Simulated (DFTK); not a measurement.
Runs of DFTK 0.8.2 on W. The structure is cubic, space group Im-3m (No. 229). The conventional cell has a = 3.165 Å, b = 3.165 Å, c = 3.165 Å, α = 90.00°, β = 90.00°, γ = 90.00°. Around W (site symmetry m-3m) lie 8 W at 2.74 Å. 

```csv
task,level,potentials or basis,k mesh,cutoff (eV),valence electrons,SCF solver,mesh quality,gap on the mesh (eV),pressure (GPa),V0 of scaled cells (Å³/atom),B0 (GPa)
equation of state,PBEsol,SG15 1.2 (PBE),8 × 8 × 8,952,W 28,-,not flagged,-,-,15.64,326
band structure,LDA-Teter93,dojo.nc.sr.lda.v0_4_1.stringent.upf (LDA),11 × 11 × 11,1687,W 28,-,not flagged,none,-8.8,-,-
band structure,TASK,"in-house norm-conserving set (r2SCAN, scalar relativistic)",10 × 10 × 10,1225,W 14,ScfAndersonSolver,not flagged,none,(b),-,-
equation of state,r2SCAN,SG15 1.2 (PBE),7 × 7 × 7,1225,W 28,-,coarse,-,-,15.28,308
equation of state,BLYP,dojo.nc.sr.pbe.v0_5.stringent.upf (PBE),9 × 9 × 9,1007,W 14,-,not flagged,-,-,(a),(c)
```

Alike in all rows: no spin polarisation; cell as given; smearing fermi-dirac 0.05 eV.

Estimate the missing entries.

(a) 16.68; (b) 1.6; (c) 281.

Caveats: some runs use coarse meshes; the potentials were made for another functional, which shifts forces and pressure (some runs); spin-orbit coupling is left out, which moves the levels of the heavy elements (some runs).

A k mesh can miss the band edges, and the runs leave out spin-orbit coupling on W.

A gap of «none» marks a metal or a gap under the smearing width.

Runs at the PBE level aren't shown here.
